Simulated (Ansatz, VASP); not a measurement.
One calculation of Co, two programs

```
Co
1.0
     2.33180    0.00000    0.00000
     0.00000    2.33180    0.00000
     0.00000    0.00000    2.33180
Co
1
Cartesian
  0.0000 0.0000 0.0000
```

Alike in both runs: functional PBEsol; k mesh 17 × 17 × 17; occupations fermi-dirac, width 0.08 eV; collinear spin.

Ansatz relaxed the structure, and its values are those at the end. VASP's run is a single point on that final structure, the one shown.

```csv
,VASP,Ansatz
version,VASP 6.6.1,Ansatz 0.2.0
potentials or method,"VASP PAW PBE potentials, release 64 (Co), cutoff 520 eV","all-electron LAPW, scalar-relativistic"
```

|  | VASP | Ansatz | Ansatz less VASP |
| --- | --- | --- | --- |
| pressure (GPa) | -7.2 | -6.6 | +0.62 |
| net moment per atom (μB) | 1.83 | 1.84 | +0.011 |
| size of the moment on the site where the two differ most (μB) | 1.83 | 1.87 | +0.037 |

Site moments also hang on the region over which each program counts them. Ansatz ran all-electron here, so the differences hold the error of VASP's frozen core and of both bases.

Caveats: the PAW data sets were made with another functional, which shifts forces and pressure a little (VASP).
